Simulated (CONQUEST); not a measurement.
A run of CONQUEST 1.3:

File Conquest_input:

```
IO.Title HgTe
IO.Coordinates coords.dat
IO.FractionalAtomicCoords T
IO.Iprint 2
IO.Iprint_init 1
General.NumberOfSpecies 2
General.PseudopotentialType hamann
AtomMove.TypeOfRun static
AtomMove.FullStress T
Grid.GridCutoff 120
DM.SolutionMethod diagon
Diag.MPMesh T
Diag.GammaCentred T
Diag.MPMeshX 7
Diag.MPMeshY 7
Diag.MPMeshZ 5
Diag.kT 0.00183747
minE.SCTolerance 1e-6
SC.MaxIters 100
IO.AtomChargeOutput T
%block ChemicalSpeciesLabel
1 200.590 Hg
2 127.600 Te
%endblock
```

coords.dat

```
    8.5906751129     0.0000000000     0.0000000000
    0.0000000000     8.5906751129     0.0000000000
    0.0000000000     0.0000000000    12.1490492552
4
  0.0000000000   0.0000000000   0.0000000000 1 T T T
  0.5000000000   0.5000000000   0.5000000000 1 T T T
  0.0000000000   0.5000000000   0.2500000000 2 T T T
  0.5000000000   0.0000000000   0.7500000000 2 T T T
```

Potentials or basis: PseudoDojo NC PBE, SZP, grid cutoff 120 Ha.

The run is started by

```console
$ Conquest
```

Hardware: 1 thread of Intel(R) Xeon(R) Platinum 8488C (Sapphire Rapids) (shared host).

Estimate the wall time of this run.

Run time: 23 s on 1 thread of Intel(R) Xeon(R) Platinum 8488C (Sapphire Rapids), with other jobs on the host, peak memory 0.51 GiB. Counts: scf iterations 6, k points 123, basis 54.
